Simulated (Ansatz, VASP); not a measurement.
## One calculation of InSb, two programs

```
In Sb
1.0
     0.00000    3.11028    3.11028
     3.11028    0.00000    3.11028
     3.11028    3.11028    0.00000
In Sb
1 1
Cartesian
  0.0000 0.0000 0.0000
  4.6654 4.6654 4.6654
```

Alike in both runs: functional r2SCAN; k mesh 12 × 12 × 12; occupations fermi-dirac, width 0.1 eV; no spin polarisation.

Ansatz relaxed the structure, and its values are those at the end. VASP's run is a single point on that final structure, the one shown.

|  | VASP | Ansatz |
| --- | --- | --- |
| version | VASP 6.6.1 | Ansatz 0.2.0 |
| potentials or method | VASP PAW PBE potentials, release 64 (In_d, Sb) | PAW with Ansatz's default frozen-core files, scalar-relativistic |
| plane-wave cutoff (eV) | 520 | 500 |
| valence electrons in the cell | 18 | 28 |

|  | VASP | Ansatz | Ansatz less VASP |
| --- | --- | --- | --- |
| pressure (GPa) | 10.0 | 10.0 | -0.01 |

With one functional, cell and mesh, what is left measures potentials, basis and numerics. The two sets of potentials don't hold the same shells in valence.

Caveats: the PAW data sets were made with another functional, which shifts forces and pressure a little (VASP). A k mesh can miss the band edges.
